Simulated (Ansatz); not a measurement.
# Ru: compression at zero temperature

One table from this session's results is given with a row withheld; the runs are named, their logs left out.

Method: DFT r2SCAN, scalar-relativistic, plane waves, PAW, in Ansatz 0.2.0.

1 further run of the same task is left out (set aside as unsound or not needed).

### The starting structure

The structure is hexagonal, space group P6_3/mmc (No. 194). The conventional cell has a = 2.702 Å, b = 2.702 Å, c = 4.266 Å, α = 90.00°, β = 90.00°, γ = 120.00°. Ru (site symmetry -6m2) has 12 Ru at 2.64 to 2.70 Å as nearest neighbours.

Structure file:

```cif
data_structure
_symmetry_space_group_name_H-M 'P 1'
_symmetry_Int_Tables_number 1
_cell_length_a 2.7025
_cell_length_b 2.7025
_cell_length_c 4.2658
_cell_angle_alpha 90.000
_cell_angle_beta 90.000
_cell_angle_gamma 120.000
_cell_volume 26.98
loop_
_atom_site_label
_atom_site_type_symbol
_atom_site_fract_x
_atom_site_fract_y
_atom_site_fract_z
_atom_site_occupancy
Ru1 Ru 0.33333 0.66667 0.25000 1
Ru2 Ru 0.66667 0.33333 0.75000 1
```

It goes back to an entry of the Materials Project.

This cell was relaxed beforehand with the same method: volume 13.49 Å³/atom, gap on the mesh none (metal).

Set-up of the first run:

input.yaml

```yaml
crystal:
  lattice:
    - [2.7279421108, 0.0, 0.0]
    - [-1.3639710554, 2.362467168, 0.0]
    - [0.0, 0.0, 4.3060549449]
  atoms:
    - { symbol: Ru, position: [0.3333333333, 0.6666666667, 0.25] }
    - { symbol: Ru, position: [0.6666666667, 0.3333333333, 0.75] }
basis:
  ecutwfc: 500
kpoints:
  mp_grid: { grid: [18, 18, 10] }
hamiltonian:
  xc: r2scan
scf:
  occupations: { method: gaussian, width: 0.1 }
output:
  forces: true
  stress: true
  eigenvalues: true
relax:
  adjacent_minimum: "off"
  f_tol: 0.008
  max_steps: 50
  cell: { stress_tol: 0.08, p_target: -3.0 }
```

Started as:

```sh
$ ansatz run input.yaml --threads 1 --pin off --max-ram 2560MiB --backend cpu --events-out ev --progress --plain --runs-dir out
```

Among the steps run: Target pressure -3 GPa; Target pressure 3 GPa; 8 GPa; 15 GPa; 30 GPa; 60 GPa.

One table of the session follows, with a row left open; its other results are not shown here.

Lengths are those of the vectors of the cell that was run:

| P (GPa) | V (Å³/atom) | a (Å) | b (Å) | c (Å) | ΔH (eV/atom) |
| --- | --- | --- | --- | --- | --- |
| -3 | 13.61 | 2.711 | 2.711 | 4.278 | -0.254 |
| 0 | 13.49 | 2.702 | 2.702 | 4.266 | 0.000 |
| 3 | ? | ? | ? | ? | ? |
| 8 | 13.19 | 2.681 | 2.681 | 4.237 | 0.666 |
| 15 | 12.96 | 2.665 | 2.665 | 4.214 | 1.237 |
| 30 | 12.52 | 2.633 | 2.633 | 4.171 | 2.429 |
| 60 | 11.84 | 2.583 | 2.583 | 4.099 | 4.707 |

**Question.** Estimate the row for P (GPa) = 3.

Worked estimate for «V (Å³/atom)». A straight line through the neighbours (0, 13.49) and (8, 13.19) gives 13.49 + (13.19 − 13.49) × (3 − 0) / (8 − 0) = 13.38; a parabola fitted to 4 rows on both sides gives 13.37.

The run gave: V (Å³/atom): 13.37; a (Å): 2.694; b (Å): 2.694; c (Å): 4.255; ΔH (eV/atom): 0.251. In «V (Å³/atom)» the line misses by +0.01 and the parabola by 0.00.

ΔH is E + PV over the energy at zero pressure; a, b and c are the vectors of the computed cell. 
